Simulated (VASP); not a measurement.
# CuO (Tenorite) (C2/c) in VASP: settings compared, part 2 of 2

VASP 6.6.1. Earlier steps stand in the parts before.

### Step 10. Equation of state, PBEsol, 9.73 Å³/atom (volume scaled by 0.96)

The input, INCAR:

```
SYSTEM = CuO
  ALGO = Normal
  EDIFF = 1E-7
  ENCUT = 520
  GGA = PS
  ISIF = 2
  ISMEAR = -1
  LASPH = .TRUE.
  LCHARG = .FALSE.
  LREAL = .FALSE.
  LWAVE = .FALSE.
  NBANDS = 25
  NELM = 60
  PREC = Accurate
  SIGMA = 0.05
```

The input, KPOINTS:

```
k-points
0
G
  10 10 5
  0 0 0
```

The input, POSCAR:

```
CuO
1.0
    2.3101994985     -1.6881714891      0.0000000000
    2.3101994985      1.6881714891      0.0000000000
   -0.8385391614      0.0000000000      4.9895114286
Cu O
2 2
Direct
    0.5000000000      0.0000000000      0.5000000000
    0.0000000000      0.5000000000      0.0000000000
    0.4184000000      0.5816000000      0.7500000000
    0.5816000000      0.4184000000      0.2500000000
```

Run with:

```sh
$ cat potpaw_PBE.64/Cu/POTCAR potpaw_PBE.64/O/POTCAR > POTCAR
$ mpirun -np 1 vasp_std > vasp.out
```

Wall time 85 s (1 thread of AMD EPYC 9R45 (Zen 5), shared host); peak memory 0.21 GiB.

Results (log left out):

```yaml
Free_energy: -21.3311 eV
Pressure: 5.8 GPa
Largest_force: 0.185 eV/Å
Band_gap_on_the_k_mesh: none (metal or under the smearing width)
```

Caveat: the PAW data sets were made with another functional, which shifts forces and pressure a little; the run has no spin polarisation, though such a crystal can be magnetic; semilocal functionals often make such compounds metallic where correlation or magnetic order opens a gap, which also shifts bond lengths.

### Step 11. Equation of state, PBEsol, 9.93 Å³/atom (volume scaled by 0.98)

INCAR is that of step 10.

KPOINTS is that of step 10.

The input, POSCAR:

```
CuO
1.0
    2.3261324123     -1.6998144190      0.0000000000
    2.3261324123      1.6998144190      0.0000000000
   -0.8443223728      0.0000000000      5.0239229397
Cu O
2 2
Direct
    0.5000000000      0.0000000000      0.5000000000
    0.0000000000      0.5000000000      0.0000000000
    0.4184000000      0.5816000000      0.7500000000
    0.5816000000      0.4184000000      0.2500000000
```

Run with:

```sh
$ cat potpaw_PBE.64/Cu/POTCAR potpaw_PBE.64/O/POTCAR > POTCAR
$ mpirun -np 1 vasp_std > vasp.out
```

It took 87 s on 1 thread of AMD EPYC 9R45 (Zen 5), shared host; peak memory 0.21 GiB.

Results (log left out):

```yaml
Free_energy: -21.3512 eV
Pressure: 1.7 GPa
Largest_force: 0.256 eV/Å
Band_gap_on_the_k_mesh: none (metal or under the smearing width)
```

Caveat: the PAW data sets were made with another functional, which shifts forces and pressure a little; the run has no spin polarisation, though such a crystal can be magnetic; semilocal functionals often make such compounds metallic where correlation or magnetic order opens a gap, which also shifts bond lengths.

### Step 12. Equation of state, PBEsol, 10.34 Å³/atom (volume scaled by 1.02)

INCAR is that of step 11.

KPOINTS is that of step 11.

The input, POSCAR:

```
CuO
1.0
    2.3573593924     -1.7226334429      0.0000000000
    2.3573593924      1.7226334429      0.0000000000
   -0.8556569116      0.0000000000      5.0913661947
Cu O
2 2
Direct
    0.5000000000      0.0000000000      0.5000000000
    0.0000000000      0.5000000000      0.0000000000
    0.4184000000      0.5816000000      0.7500000000
    0.5816000000      0.4184000000      0.2500000000
```

Potentials or basis: VASP PAW PBE potentials, release 64 (Cu, O).

Run with:

```sh
$ cat potpaw_PBE.64/Cu/POTCAR potpaw_PBE.64/O/POTCAR > POTCAR
$ mpirun -np 1 vasp_std > vasp.out
```

It took 91 s on 1 thread of AMD EPYC 9R45 (Zen 5), shared host; peak memory 0.21 GiB.

Results (log left out):

| Item | Value |
| --- | --- |
| Free energy | -21.3335 eV |
| Pressure | -5.4 GPa |
| Largest force | 0.380 eV/Å |
| Band gap on the k mesh | none (metal or under the smearing width) |

Caveat: the PAW data sets were made with another functional, which shifts forces and pressure a little; the run has no spin polarisation, though such a crystal can be magnetic; semilocal functionals often make such compounds metallic where correlation or magnetic order opens a gap, which also shifts bond lengths.

### Step 13. Equation of state, PBEsol, 10.54 Å³/atom (volume scaled by 1.04)

INCAR is that of step 12.

KPOINTS is that of step 12.

The input, POSCAR:

```
CuO
1.0
    2.3726673498     -1.7338196878      0.0000000000
    2.3726673498      1.7338196878      0.0000000000
   -0.8612132810      0.0000000000      5.1244279405
Cu O
2 2
Direct
    0.5000000000      0.0000000000      0.5000000000
    0.0000000000      0.5000000000      0.0000000000
    0.4184000000      0.5816000000      0.7500000000
    0.5816000000      0.4184000000      0.2500000000
```

Run with:

```sh
$ cat potpaw_PBE.64/Cu/POTCAR potpaw_PBE.64/O/POTCAR > POTCAR
$ mpirun -np 1 vasp_std > vasp.out
```

Run time: 88 s. Hardware: 1 thread of AMD EPYC 9R45 (Zen 5), shared host; peak memory 0.22 GiB.

Results (log left out):

```
Free energy            : -21.2998 eV
Pressure               : -8.3 GPa
Largest force          : 0.435 eV/Å
Band gap on the k mesh : none (metal or under the smearing width)
```

Caveat: the PAW data sets were made with another functional, which shifts forces and pressure a little; the run has no spin polarisation, though such a crystal can be magnetic; semilocal functionals often make such compounds metallic where correlation or magnetic order opens a gap, which also shifts bond lengths.

### Step 14. Equation of state, PBEsol, 10.74 Å³/atom (volume scaled by 1.06)

INCAR is that of step 13.

KPOINTS is that of step 13.

The input, POSCAR:

```
CuO
1.0
    2.3877802882     -1.7448634230      0.0000000000
    2.3877802882      1.7448634230      0.0000000000
   -0.8666988638      0.0000000000      5.1570684890
Cu O
2 2
Direct
    0.5000000000      0.0000000000      0.5000000000
    0.0000000000      0.5000000000      0.0000000000
    0.4184000000      0.5816000000      0.7500000000
    0.5816000000      0.4184000000      0.2500000000
```

Run with:

```sh
$ cat potpaw_PBE.64/Cu/POTCAR potpaw_PBE.64/O/POTCAR > POTCAR
$ mpirun -np 1 vasp_std > vasp.out
```

It took 91 s on 1 thread of AMD EPYC 9R45 (Zen 5), shared host; peak memory 0.22 GiB.

It converged, with:

```
Free energy            : -21.2520 eV
Pressure               : -11.0 GPa
Largest force          : 0.485 eV/Å
Band gap on the k mesh : none (metal or under the smearing width)
```

Caveat: the PAW data sets were made with another functional, which shifts forces and pressure a little; the run has no spin polarisation, though such a crystal can be magnetic; semilocal functionals often make such compounds metallic where correlation or magnetic order opens a gap, which also shifts bond lengths.

### Step 15. Equation of state, PBEsol

Potentials or basis: VASP PAW PBE potentials, release 64 (Cu, O).

No new run: the results of the series are fitted here.

Results:

```
Equilibrium volume                        : 10.03 Å³/atom
Bulk modulus at fixed shape and positions : 185 GPa
Pressure derivative of the bulk modulus   : 4.7
```

Energy against volume, from the lowest point:
| volume (Å³/atom) | energy (meV/atom) |
| --- | --- |
| 9.527 | 15.68 |
| 9.730 | 5.04 |
| 9.932 | 0.01 |
| 10.135 | 0.00 |
| 10.338 | 4.44 |
| 10.540 | 12.86 |
| 10.743 | 24.83 |

Caveat: the cell was scaled at fixed shape and fractional positions, which overstates the stiffness of a crystal with free parameters, most of all of layers and chains; the PAW data sets were made with another functional, which shifts forces and pressure a little; the run has no spin polarisation, though such a crystal can be magnetic.
